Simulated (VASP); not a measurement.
# KMgF3 (Pm-3m) in VASP: further runs

Runs on KMgF3. Level: PBE. Tasks: single point, relaxation of cell and atoms.

Program: VASP 6.6.1. These are calculated values, not measurements. Logs are shortened: lines on timing, memory, paths and dates and some standing lists are left out, and cuts for length are marked.

## 1. The crystal as given

Symmetry: Pm-3m, No. 221, cubic system. The conventional cell has a = 4.053 Å, b = 4.053 Å, c = 4.053 Å, α = 90.00°, β = 90.00°, γ = 90.00°. K (site symmetry m-3m) has 12 F at 2.87 Å as nearest neighbours. Mg (site symmetry m-3m) is surrounded by 6 F at 2.03 Å. F (site symmetry 4/mmm) is surrounded by 2 Mg at 2.03 Å.

The cell is a database's computed one.

## 2. Single point, PBE

Contents of INCAR:

```
SYSTEM = KMgF3
  ALGO = Fast
  EDIFF = 1E-6
  ENCUT = 520
  GGA = PE
  ISIF = 2
  ISMEAR = 0
  LASPH = .TRUE.
  LCHARG = .FALSE.
  LREAL = .FALSE.
  LWAVE = .FALSE.
  NBANDS = 24
  NELM = 100
  PREC = Accurate
  SIGMA = 0.02
```

Contents of KPOINTS:

```
k-points
0
G
  6 6 6
  0 0 0
```

Contents of POSCAR:

```
KMgF3
1.0
    4.0525130822      0.0000000000      0.0000000000
    0.0000000000      4.0525130822      0.0000000000
    0.0000000000      0.0000000000      4.0525130822
K Mg F
1 1 3
Direct
    0.5000000000      0.5000000000      0.5000000000
    0.0000000000      0.0000000000      0.0000000000
    0.0000000000      0.5000000000      0.0000000000
    0.0000000000      0.0000000000      0.5000000000
    0.5000000000      0.0000000000      0.0000000000
```

Potentials or basis: VASP PAW PBE potentials, release 64 (K_sv, Mg, F).

On the command line:

```console
$ cat potpaw_PBE.64/K_sv/POTCAR potpaw_PBE.64/Mg/POTCAR potpaw_PBE.64/F/POTCAR > POTCAR
$ mpirun -np 1 vasp_std > vasp.out
```

OUTCAR:

```text
SYSTEM = KMgF3
   EDIFF = 1E-6
   ENCUT = 520
   GGA = PE
   ISIF = 2
   ISMEAR = 0
   LASPH = .TRUE.
   LREAL = .FALSE.
   NELM = 100
   PREC = Accurate

 ion  position               nearest neighbor table
   1  0.500  0.500  0.500-   2 3.51   2 3.51   2 3.51   2 3.51   2 3.51   2 3.51   2 3.51   2 3.51

   2  0.000  0.000  0.000-   3 2.03   4 2.03   5 2.03   4 2.03   3 2.03   5 2.03   1 3.51   1 3.51
                             1 3.51   1 3.51   1 3.51   1 3.51   1 3.51   1 3.51
   3  0.000  0.500  0.000-   2 2.03   2 2.03
   4  0.000  0.000  0.500-   2 2.03   2 2.03
   5  0.500  0.000  0.000-   2 2.03   2 2.03

  LATTYP: Found a simple cubic cell.
 ALAT       =     4.0525130822

  Lattice vectors:

 A1 = (   4.0525130822,   0.0000000000,   0.0000000000)
 A2 = (   0.0000000000,   4.0525130822,   0.0000000000)
 A3 = (   0.0000000000,   0.0000000000,   4.0525130822)

Analysis of symmetry for initial positions (statically):
=====================================================================
 Subroutine PRICEL returns:
 Original cell was already a primitive cell.

 Routine SETGRP: Setting up the symmetry group for a
 simple cubic supercell.

 Subroutine GETGRP returns: Found 48 space group operations
 (whereof 48 operations were pure point group operations)
 out of a pool of 48 trial point group operations.

The static configuration has the point symmetry O_h .

Analysis of symmetry for dynamics (positions and initial velocities):
=====================================================================
 Subroutine PRICEL returns:
 Original cell was already a primitive cell.

 Routine SETGRP: Setting up the symmetry group for a
 simple cubic supercell.

 Subroutine GETGRP returns: Found 48 space group operations
 (whereof 48 operations were pure point group operations)
 out of a pool of 48 trial point group operations.

The dynamic configuration has the point symmetry O_h .

 Subroutine INISYM returns: Found 48 space group operations
 (whereof 48 operations are pure point group operations),
 and found     1 'primitive' translations

----------------------------------------------------------------------------------------

                                     Primitive cell

  volume of cell :      66.5539

  direct lattice vectors                    reciprocal lattice vectors
     4.052513082  0.000000000  0.000000000     0.246760462  0.000000000  0.000000000
     0.000000000  4.052513082  0.000000000     0.000000000  0.246760462  0.000000000
     0.000000000  0.000000000  4.052513082     0.000000000  0.000000000  0.246760462

  length of vectors
     4.052513082  4.052513082  4.052513082     0.246760462  0.246760462  0.246760462

  position of ions in fractional coordinates (direct lattice)
     0.500000000  0.500000000  0.500000000
     0.000000000  0.000000000  0.000000000
     0.000000000  0.500000000  0.000000000
     0.000000000  0.000000000  0.500000000
     0.500000000  0.000000000  0.000000000

  ion indices of the primitive-cell ions
   primitive index   ion index
                 1           1
                 2           2
                 3           3
                 4           4
                 5           5

----------------------------------------------------------------------------------------

 KPOINTS: k-points

Automatic generation of k-mesh.
 Grid dimensions read from file:
 generate k-points for:    6    6    6

 Generating k-lattice:

  Cartesian coordinates                     Fractional coordinates (reciprocal lattice)
     0.041126744  0.000000000  0.000000000     0.166666667  0.000000000  0.000000000
     0.000000000  0.041126744  0.000000000     0.000000000  0.166666667  0.000000000
     0.000000000  0.000000000  0.041126744     0.000000000  0.000000000  0.166666667

  Length of vectors
     0.041126744  0.041126744  0.041126744

  Shift w.r.t. Gamma in fractional coordinates (k-lattice)
     0.000000000  0.000000000  0.000000000

 Subroutine IBZKPT returns following result:
 ===========================================

 Found     20 irreducible k-points:

 Following reciprocal coordinates:
            Coordinates               Weight
  0.000000  0.000000  0.000000      1.000000
  0.166667  0.000000  0.000000      6.000000
  0.333333  0.000000  0.000000      6.000000
  0.500000  0.000000  0.000000      3.000000
  0.166667  0.166667  0.000000     12.000000
  0.333333  0.166667  0.000000     24.000000
[... 12 lines left out ...]
  0.500000  0.500000  0.333333      6.000000
  0.500000  0.500000  0.500000      1.000000
   k-points           NKPTS =     20   k-points in BZ     NKDIM =     20   number of bands    NBANDS=     24
   number of dos      NEDOS =    301   number of ions     NIONS =      5
   total plane-waves  NPLWV =  27000
   dimension x,y,z NGX =    30 NGY =   30 NGZ =   30
   dimension x,y,z NGXF=    60 NGYF=   60 NGZF=   60
   ions per type =               1   1   3
   NGX,Y,Z   is equivalent  to a cutoff of  12.31, 12.31, 12.31 a.u.
   NGXF,Y,Z  is equivalent  to a cutoff of  24.61, 24.61, 24.61 a.u.
 SYSTEM =  KMgF3
   PREC   = accura    normal or accurate (medium, high low for compatibility)
   ISTART =      0    job   : 0-new  1-cont  2-samecut
   ICHARG =      2    charge: 1-file 2-atom 10-const
   ISPIN  =      1    spin polarized calculation?
   LNONCOLLINEAR =      F non collinear calculations
   LSORBIT =      F    spin-orbit coupling
   LASPH  =      T    aspherical Exc in radial PAW
   ENCUT  =  520.0 eV  38.22 Ry    6.18 a.u.   7.53  7.53  7.53*2*pi/ulx,y,z
   NELM   =    100;   NELMIN=  2; NELMDL= -5     # of ELM steps
   EDIFF  = 0.1E-05   stopping-criterion for ELM
   LREAL  =      F    real-space projection
   EDIFFG = 0.1E-04   stopping-criterion for IOM
   NSW    =      0    number of steps for IOM
   IBRION =     -1    ionic relax: 0-MD 1-quasi-New 2-CG
   NFREE  =      0    steps in history (QN), initial steepest desc. (CG)
   ISIF   =      2    stress and relaxation
   ISYM   =      2    0-nonsym 1-usesym 2-fastsym
   POTIM  = 0.5000    time-step for ionic-motion
   TEBEG  =    0.0;   TEEND  =   0.0 temperature during run
   PSTRESS=    0.0 pullay stress
   NELECT =      32.0000    total number of electrons
   NUPDOWN=      -1.0000    fix difference up-down
   EMIN   =  10.00;   EMAX   =-10.00  energy-range for DOS
   EFERMI =   0.00;   METHOD = LEGACY
   ISMEAR =     0;   SIGMA  =   0.02  broadening in eV -4-tet -1-fermi 0-gaus
   EFERMI_NEDOS =   21; number of points for ismear=-14 and -15
   IALGO  =     68    algorithm
   IMIX   =      4    mixing-type and parameters
     AMIX     =   0.40;   BMIX     =  1.00
     AMIX_MAG =   1.60;   BMIX_MAG =  1.00
  volume/ion in A,a.u.               =      13.31        89.83
  Fermi-wavevector in a.u.,A,eV,Ry     =   1.282529  2.423628 22.379946  1.644880
  Thomas-Fermi vector in A             =   2.414835
   LORBIT       =      0    0 simple, 1 ext, 2 COOP (PROOUT), +10 PAW based schemes
   GGA     = PE    functional components
   LHFCALC =     F    Hartree Fock is set to
   AEXX    =    0.0000 exact exchange contribution
   IVDW    =     0    specifies the selected vdW correction
   LEPSILON=     F    determine dielectric tensor
   LRPA    =     F    only Hartree local field effects (RPA)
 non-spin polarized calculation
 RMM-DIIS sequential band-by-band and
 Gauss-broadening in eV      SIGMA  =   0.02
  energy-cutoff  :      520.00
  volume of cell :       66.55
 maximum number of plane-waves:      1856
   NGX = 15   NGY = 15   NGZ = 15

 number of electron      31.9999960 magnetization

 Free energy of the ion-electron system (eV)
  ---------------------------------------------------
  ext. energy  EPLUGINS =         0.00000000
  ---------------------------------------------------
  free energy    TOTEN  =       -24.44979962 eV

  energy without entropy =      -24.44979962  energy(sigma->0) =      -24.44979962

 E-fermi :  -1.7173     XC(G=0):  -9.4396

 val. band max:       -1.8446369378   @ k =   0.5000   0.5000   0.5000
 cond. band min:       5.0936884956   @ k =   0.0000   0.0000   0.0000
 fundamental gap:      6.9383254335
 Fermi energy:        -1.7172578955

 k-point     1 :       0.0000    0.0000    0.0000
  band No.  band energies     occupation
      1     -27.6024      2.00000
      2     -21.8359      2.00000
      3     -21.2453      2.00000
      4     -21.2453      2.00000
      5     -11.0877      2.00000
      6     -11.0877      2.00000
[... 16 lines left out ...]
     23      11.5952      0.00000
     24      14.4818      0.00000

 k-point     2 :       0.1667    0.0000    0.0000
  band No.  band energies     occupation
      1     -27.5971      2.00000
      2     -21.8071      2.00000
      3     -21.2788      2.00000
      4     -21.2439      2.00000
      5     -11.0873      2.00000
      6     -11.0767      2.00000
[... 16 lines left out ...]
     23      11.5917      0.00000
     24      14.4895      0.00000

 k-point     3 :       0.3333    0.0000    0.0000
  band No.  band energies     occupation
      1     -27.5866      2.00000
      2     -21.7363      2.00000
      3     -21.3581      2.00000
      4     -21.2399      2.00000
      5     -11.0864      2.00000
      6     -11.0546      2.00000
[... 16 lines left out ...]
     23      11.6428      0.00000
     24      14.5158      0.00000

 k-point     4 :       0.5000    0.0000    0.0000
  band No.  band energies     occupation
      1     -27.5813      2.00000
      2     -21.6875      2.00000
      3     -21.4118      2.00000
      4     -21.2381      2.00000
      5     -11.0860      2.00000
      6     -11.0435      2.00000
[... 16 lines left out ...]
     23      12.2512      0.00000
     24      13.1840      0.00000

 k-point     5 :       0.1667    0.1667    0.0000
  band No.  band energies     occupation
      1     -27.5922      2.00000
      2     -21.7778      2.00000
      3     -21.2918      2.00000
      4     -21.2601      2.00000
      5     -11.1034      2.00000
      6     -11.0662      2.00000
[... 16 lines left out ...]
     23      11.6371      0.00000
     24      13.7942      0.00000

 k-point     6 :       0.3333    0.1667    0.0000
  band No.  band energies     occupation
      1     -27.5824      2.00000
      2     -21.7044      2.00000
      3     -21.3617      2.00000
      4     -21.2634      2.00000
      5     -11.1090      2.00000
      6     -11.0639      2.00000
[... 16 lines left out ...]
     23      11.7551      0.00000
     24      13.3887      0.00000
[... 271 lines left out ...]
 k-point    17 :       0.3333    0.3333    0.3333
  band No.  band energies     occupation
      1     -27.5640      2.00000
      2     -21.5361      2.00000
      3     -21.3716      2.00000
      4     -21.3716      2.00000
      5     -11.1789      2.00000
      6     -11.1789      2.00000
[... 16 lines left out ...]
     23      12.5696      0.00000
     24      13.3581      0.00000

 k-point    18 :       0.5000    0.3333    0.3333
  band No.  band energies     occupation
      1     -27.5607      2.00000
      2     -21.4813      2.00000
      3     -21.4163      2.00000
      4     -21.3679      2.00000
      5     -11.2004      2.00000
      6     -11.1927      2.00000
[... 16 lines left out ...]
     23      12.1087      0.00000
     24      12.8751      0.00000

 k-point    19 :       0.5000    0.5000    0.3333
  band No.  band energies     occupation
      1     -27.5577      2.00000
      2     -21.4210      2.00000
      3     -21.4142      2.00000
      4     -21.4142      2.00000
      5     -11.2207      2.00000
      6     -11.2207      2.00000
[... 16 lines left out ...]
     23      12.4602      0.00000
     24      12.7312      0.00000

 k-point    20 :       0.5000    0.5000    0.5000
  band No.  band energies     occupation
      1     -27.5550      2.00000
      2     -21.4106      2.00000
      3     -21.4106      2.00000
      4     -21.4106      2.00000
      5     -11.2422      2.00000
      6     -11.2422      2.00000
[... 16 lines left out ...]
     23      12.8281      0.00000
     24      12.8282      0.00000

------------------------ aborting loop because EDIFF is reached ----------------------------------------

  FORCE on cell =-STRESS in cart. coord.  units (eV):
  Direction    XX          YY          ZZ          XY          YZ          ZX
  --------------------------------------------------------------------------------------
  -------------------------------------------------------------------------------------
  Total       -0.1311570     -0.1311570     -0.1311570      0.0000000     -0.0000000      0.0000000
  in kB       -3.1573940     -3.1573940     -3.1573940      0.0000000     -0.0000000      0.0000000
  external PRESSURE =      -3.1573940 kB  Pullay stress =       0.0000000 kB

 VOLUME and BASIS-vectors are now :
 -----------------------------------------------------------------------------
  energy-cutoff  :      520.00
  volume of cell :       66.55
      direct lattice vectors                 reciprocal lattice vectors
     4.052513082  0.000000000  0.000000000     0.246760462  0.000000000  0.000000000
     0.000000000  4.052513082  0.000000000     0.000000000  0.246760462  0.000000000
     0.000000000  0.000000000  4.052513082     0.000000000  0.000000000  0.246760462

 POSITION                                       TOTAL-FORCE (eV/Angst)
 -----------------------------------------------------------------------------------
      2.02626      2.02626      2.02626         0.000000      0.000000      0.000000
      0.00000      0.00000      0.00000         0.000000      0.000000      0.000000
      0.00000      2.02626      0.00000         0.000000      0.000000      0.000000
      0.00000      0.00000      2.02626         0.000000      0.000000      0.000000
      2.02626      0.00000      0.00000         0.000000      0.000000      0.000000
 -----------------------------------------------------------------------------------
    total drift:                                0.000000     -0.000000      0.000000

  FREE ENERGIE OF THE ION-ELECTRON SYSTEM (eV)
  ---------------------------------------------------
  free  energy   TOTEN  =       -24.4497996194 eV

  energy  without entropy=      -24.4497996194  energy(sigma->0) =      -24.44979962
```

Wall time 28 s (1 thread of AMD EPYC 7R13 (Zen 3), shared host); peak memory 0.15 GiB.

What came out:

* Free energy: -24.4498 eV
* Pressure: -0.3 GPa
* Band gap on the k mesh: 6.94 eV, indirect (least direct gap 7.26 eV)

Levels at points of the mesh, in eV from the valence-band top:
| k point | band 13 | band 14 | band 15 | band 16 | band 17 | band 18 | band 19 | band 20 |
| --- | --- | --- | --- | --- | --- | --- | --- | --- |
| (0.00, 0.00, 0.00) | -0.58 | -0.32 | -0.32 | -0.32 | 6.94 | 10.01 | 10.01 | 12.11 |
| (0.50, 0.00, 0.00) | -0.81 | -0.80 | -0.50 | -0.50 | 9.80 | 9.95 | 10.99 | 12.58 |
| (0.50, 0.50, 0.00) | -0.96 | -0.85 | -0.85 | -0.02 | 10.61 | 11.45 | 12.17 | 12.17 |
| (0.50, 0.50, 0.50) | -1.08 | 0.00 | 0.00 | 0.00 | 10.25 | 10.25 | 10.25 | 13.58 |

## 3. Relaxation of cell and atoms, PBE

Contents of INCAR:

```
PREC     = Accurate       # precision mode
ENCUT    = 600            # plane-wave cutoff, eV
EDIFF    = 1E-6           # SCF threshold, eV
ISMEAR   = 0              # smearing method
SIGMA    = 0.02           # smearing width, eV
LREAL    = F              # projectors in reciprocal space
LASPH    = T              # aspherical terms in the spheres
NELM     = 100            # most SCF steps
ALGO     = Normal         # electronic algorithm
ISIF     = 3              # what is computed and relaxed
LWAVE    = F              # write WAVECAR
LCHARG   = F              # write CHGCAR
GGA      = PE             # functional
IBRION   = 2              # ionic algorithm
NSW      = 70             # ionic steps
EDIFFG   = -0.02          # ionic threshold
```

Contents of KPOINTS:

```
Automatic mesh
0
Gamma
  6 6 6
```

POSCAR is that of step 2.

Potentials or basis: VASP PAW PBE potentials, release 64 (K_sv, Mg, F).

On the command line:

```console
$ cat potpaw_PBE.64/K_sv/POTCAR potpaw_PBE.64/Mg/POTCAR potpaw_PBE.64/F/POTCAR > POTCAR
$ mpirun -np 1 vasp_std > vasp.out
```

It took 31 s on 1 thread of AMD EPYC 7R13 (Zen 3), shared host; peak memory 0.17 GiB.

It converged, with:

- Free energy: -24.4580 eV
- Relaxed volume: 13.24 Å³/atom
- Relaxed cell: a = 4.045 Å, b = 4.045 Å, c = 4.045 Å, α = 90.00°, β = 90.00°, γ = 90.00°
- Space group after relaxing (to 0.05 Å): Pm-3m (No. 221)
- Energy gained by relaxing: 0.1 meV/atom
- Ionic steps: 2
- Pressure after relaxing: -0.1 GPa
- Band gap on the k mesh: 6.98 eV, indirect (least direct gap 7.30 eV)

The path:
```tsv
step	energy change (eV)	largest force (eV/Å)	pressure (GPa)	volume (Å³)
1	0.0000	0.0000	-0.44	66.55
2	-0.0006	0.0000	-0.10	66.20
```

Final structure:
```
CELL_PARAMETERS angstrom
4.04532 0.00000 0.00000
0.00000 4.04532 0.00000
0.00000 0.00000 4.04532
ATOMIC_POSITIONS crystal
K 0.50000 0.50000 0.50000
Mg 0.00000 0.00000 0.00000
F 0.00000 0.50000 0.00000
F 0.00000 0.00000 0.50000
F 0.50000 0.00000 0.00000
```

Levels at points of the mesh, in eV from the valence-band top:
```
           k point  band 12  band 13  band 14  band 15  band 16  band 17  band 18  band 19  band 20
(0.00, 0.00, 0.00)    -0.58    -0.58    -0.32    -0.32    -0.32     6.98    10.02    10.02    12.12
(0.50, 0.00, 0.00)    -0.81    -0.81    -0.80    -0.50    -0.50     9.84    10.00    11.00    12.60
(0.50, 0.50, 0.00)    -0.96    -0.96    -0.86    -0.86    -0.02    10.65    11.48    12.22    12.22
(0.50, 0.50, 0.50)    -1.08    -1.08     0.00     0.00     0.00    10.27    10.27    10.27    13.62
```

A k mesh can miss the band edges.
